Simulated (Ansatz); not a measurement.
# C, space group Fmmm: a phonon calculation by linear response

Program: Ansatz 0.2.0 through its Python package.

Input file `c.xyz`:
```text
2
Lattice="0.0 2.127 3.348 1.228 0.0 3.348 1.228 2.127 0.0" Properties=species:S:1:pos:R:3 pbc="T T T"
C     1.22800000    0.70901418    3.34800000
C     1.22800000    3.54498582    3.34800000
```

The script, `dfpt_c.py`:
```python
"""Zone-centre and zone-boundary phonons of C by linear response."""

from pathlib import Path
import warnings

import ansatz as az
import numpy as np

warnings.simplefilter("ignore", az.DeckWarning)

structure = az.Crystal.from_extxyz("c.xyz")

calculation = (
    structure.calculation()
    .functional("PBEsol")
    .basis(550)
    .occupations("Fermi-Dirac", width=0.15)
    .kpoints(16, 16, 16)
    .phonons("dfpt", points=[(0, 0, 0), (0.5, 0, 0)])
)
outcome = calculation.run(threads=1, runs_dir="runs")
ph = outcome.phonons

for q in ph.qpoints:
    thz = np.asarray(q.omega_inv_cm) / 33.35641
    print("q = ({:.2f}, {:.2f}, {:.2f})".format(*q.q_frac), np.round(thz, 2) + 0.0, "THz")
```

```console
$ python dfpt_c.py
RunWarning: eigensolver did not converge (k=141): 1 band(s) unlocked after 20 sweeps at ethr=1.00e-12 eV (lowest unlocked band 7, counted from 0; max residual 3.53e-6 eV among the unlocked bands, 3.53e-6 eV over every band); it also stands for any lines of this kind, at other spin channels or k-points, that are folded behind it: those get no warning and are in no list of notices (the docstring of `ansatz.RunWarning` has the rule; a callback given to `ansatz.Run.execute(on_event=...)` receives each)
q = (0.00, 0.00, 0.00) [ 0.    0.    0.   26.03 47.42 47.51] THz
q = (0.50, 0.00, 0.00) [14.25 18.52 18.84 40.1  40.82 42.51] THz
```
(Warnings from the package without file and line.)

The cell isn't relaxed first, so the values belong to this volume. This isn't the structure that C takes at ambient conditions. The structure is taken as given; imaginary modes can come from an unrelaxed or unstable start. Phonons of metals also depend on mesh and smearing. The script silences the warnings on its input, which a real study should read. The whole script took 2 min on 1 thread of Arm Neoverse V2 (shared host), peak memory 1.3 GiB.
